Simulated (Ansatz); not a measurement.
# Platinum, fcc: HSE06 at the PBE geometry

Aim: see what exact exchange does to the levels, and what it costs. Spin polarisation is left out. The cell comes from an earlier PBE relaxation. Exact exchange is dear, so the k-mesh is coarse, and PBE is run on the same mesh for comparison.

Program: Ansatz 0.2.0. Level of theory: DFT, plane waves (420 eV) with PBE-made PAW files, scalar-relativistic; functionals as named at each step. These are calculated values, not measurements.

### 1 The starting structure

The structure is cubic, space group Fm-3m (No. 225). Conventional cell: a = 3.972 Å, b = 3.972 Å, c = 3.972 Å, α = 90.00°, β = 90.00°, γ = 90.00°. Pt (site symmetry m-3m) is surrounded by 12 Pt at 2.81 Å.

Coordinates:

```
Pt
1.0
     0.00000    1.98578    1.98578
     1.98578    0.00000    1.98578
     1.98578    1.98578    0.00000
Pt
1
Cartesian
  0.0000 0.0000 0.0000
```

### 2 PBE on the coarse mesh

The run with PBE.

input.yaml reads:

```yaml
crystal:
  lattice:
    - [0.0, 1.9857786782, 1.9857786782]
    - [1.9857786782, 0.0, 1.9857786782]
    - [1.9857786782, 1.9857786782, 0.0]
  atoms:
    - { symbol: Pt, position: [0.0, 0.0, 0.0] }
hamiltonian:
  xc: pbe
  pseudopotentials:
    kind: paw
    azcp:
      Pt: "pseudopotentials/Pt.paw.azcp"
basis:
  ecutwfc: 420
  fft_grid_basis: typed
kpoints:
  mp_grid: { grid: [7, 7, 7], shift: [0, 0, 0] }
magnetization:
  spin_polarized: false
scf:
  occupations: { method: fermi_dirac, width: 0.1 }
```

Output, shortened:

```text
Warning: RAYON_NUM_THREADS=4 ignored (pool sized by the plan → 4); use --threads N
[...]
Pseudopotentials: kind: paw
Pseudopotential: Pt, paw, valence charge 18, recommended cutoff 420 eV (normal), <dir>
Functional definition: PBE
[...]
Crystal: 1 atoms, lattice volume = 15.661 Å³
Basis set: ecut = 420 eV, 331 PW (Γ)
Bands: 13, of which v1, the nominal top of the filled ones, is band 9 counted from 1 (8 counted from 0)
Symmetry: 48 space group operations
Space group: Fm-3m (ITA 225), of the structure as read, at distance tolerance 2.5e-5 Å
k-points: 20 of 343
[...]
SCF iter   1: F=—  HF=-12523.018380 eV  |F-HF|=—  |Δ(HF+E_count)|=         —  Δρ=3.96e-3  dr2=1.36e-3  ethr=1.77e-3  ⟨swp⟩=5.0  Hψ=1386  notcnv=0
[...]
SCF iter   6: F=-12523.018691 eV  HF=-12523.018691 eV  |F-HF|=2.00e-11  |Δ(HF+E_count)|=  5.97e-10  Δρ=1.02e-6  dr2=4.88e-11  ethr=1.81e-11  ⟨swp⟩=1.0  Hψ=693  notcnv=0
[...]
SCF converged after 6 iterations
Free energy (F): -12523.018691 eV
[...]
E sigma→0 (E₀):  -12522.988144 eV
Entropy (-TS):   -0.061095 eV (-61.095 meV/atom)
Fermi energy:    22.373575 eV
[...]
```

It took 0.22 s on 4 threads of an x86-64 CPU, shared host; peak memory 0.31 GiB.

### 3 HSE06 on the coarse mesh

The run with HSE06.

Edit input.yaml of step 2 so:

```diff
@@ -8,3 +8,3 @@
 hamiltonian:
-  xc: pbe
+  xc: hse06
   pseudopotentials:
```

Output, shortened:

```text
Warning: RAYON_NUM_THREADS=4 ignored (pool sized by the plan → 4); use --threads N
[...]
Pseudopotentials: kind: paw
Pseudopotential: Pt, paw, valence charge 18, recommended cutoff 420 eV (normal), <dir>
Functional definition: HSE06
[...]
Crystal: 1 atoms, lattice volume = 15.661 Å³
Basis set: ecut = 420 eV, 331 PW (Γ)
Bands: 13, of which v1, the nominal top of the filled ones, is band 9 counted from 1 (8 counted from 0)
Symmetry: 48 space group operations
Space group: Fm-3m (ITA 225), of the structure as read, at distance tolerance 2.5e-5 Å
k-points: 20 of 343
[...]
SCF iter   1: F=—  HF=-12523.021640 eV  |F-HF|=—  |Δ(HF+E_count)|=         —  Δρ=4.71e-3  dr2=1.27e-3  ethr=1.77e-3  ⟨swp⟩=6.8  Hψ=1096  notcnv=0
[...]
Frozen-core exchange: fock
[...]
SCF 2 stopped early in 6 iterations: F = -12525.123696 eV  dr2 = 4.49e-6
hybrid outer 1: dexx = +8.551e-3 eV, tail = 2.85e-5 eV
[...]
Frozen-core exchange: fock
[...]
hybrid outer 2: dexx = +1.266e-6 eV, tail = 1.20e-7 eV, Δε = 4.03e-3 eV (about 2.71e-4 eV left of the loop's levels)
hybrid SCF converged: 2 outer / 9 inner (+6 warm-up), last move |dexx| = 1.27e-6 eV, tail = 1.20e-7 eV
Stability not checked: this state was not tested for a lower state beside it, because the functional holds exact exchange (a hybrid, or Hartree-Fock), whose exchange loop this test does not read (fock_operator; see scf.lower_state_search)
Free energy (F): -12525.123693 eV
Frozen-core exchange: fock
[...]
E sigma→0 (E₀):  -12525.104799 eV
Entropy (-TS):   -0.037788 eV (-37.788 meV/atom)
Fermi energy:    21.776191 eV
[...]
--- Band table (eV; the first three rows and the last of 20) ---
  k-point 0: bands = ["-80.8072", "-33.4783", "-33.4783", "-33.4783", "11.1666", "17.5558", "17.5558", "17.5558", "19.5674", "19.5674", "37.5654"]
[...]
  guard bands above this table: 2 of the run's 13 bands. The solve was not asked for them (output.publish_guard_bands: true or output.eigenvalues: true publishes all)
```

It took 2.9 s on 4 threads of an x86-64 CPU, shared host; peak memory 0.76 GiB.

### 4 The functionals compared

```csv
functional,gap on the mesh,Fermi energy (eV),SCF cycles,exchange loops,CPU time
PBE,none (levels filled in part),22.374,6,-,0.32 s
HSE06,none (levels filled in part),21.776,15,2,7 s
```

### 5 Summary of results

```
                         quantity                         value
                         PBE: gap  none (levels filled in part)
                       HSE06: gap  none (levels filled in part)
HSE06: SCF cycles, exchange loops                         15, 2
 HSE06: CPU time over that of PBE                            22
```

In words: Both PBE and HSE06 leave levels filled in part. The hybrid took 22 times as much CPU time as PBE on the same settings. HSE06 needed 2 outer loops of the exchange operator. The cell taken over is 4 % larger than the measured one (15.10 Å³/atom, COD). Absolute energies differ from functional to functional, by eV per atom at times, and say nothing by themselves.
